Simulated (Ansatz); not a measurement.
Input of an Ansatz 0.2.0 run:

Contents of input.yaml:

```yaml
crystal:
  lattice:
    - [-2.0000686112, 2.0000686112, 5.1236788559]
    - [2.0000686112, -2.0000686112, 5.1236788559]
    - [2.0000686112, 2.0000686112, -5.1236788559]
  atoms:
    - { symbol: Sn, position: [0.0, 0.0, 0.0] }
    - { symbol: Sn, position: [0.75, 0.25, 0.5] }
    - { symbol: O, position: [0.54652259, 0.04652259, 0.5] }
    - { symbol: O, position: [0.20347741, 0.20347741, 0.0] }
    - { symbol: O, position: [0.95347741, 0.45347741, 0.5] }
    - { symbol: O, position: [0.79652259, 0.79652259, 0.0] }
kpoints:
  mp_grid: { grid: [9, 9, 9] }
scf:
  occupations: { method: fermi_dirac, width: 0.05 }
hamiltonian:
  xc: pbesol
  pseudopotentials: { kind: all_electron, lapw: { basis_error: 0.001 } }
output:
  forces: true
  stress: true
  eigenvalues: true
  populations: true
```

Potentials or basis: all-electron LAPW, scalar-relativistic.

Launch:

```bash
$ ansatz run input.yaml --threads 4 --pin off --max-ram 12288MiB --backend cpu --events-out ev --progress --plain --runs-dir out
```

(1) Predict the Loewdin charges.

(2) What does it give for the largest force?

(3) What does it give for the band gap on the k mesh?

(4) What does it give for the pressure?

Answers

(1) Sn +1.67; O -0.77 e.

(2) 0.083 eV/Å.

(3) 1.56 eV, indirect (least direct gap 1.95 eV).

(4) 0.6 GPa.

Caveat: spin-orbit coupling is left out, which moves the levels of the heavy elements; an odd mesh through Γ misses points on the zone boundary, where band edges often lie.
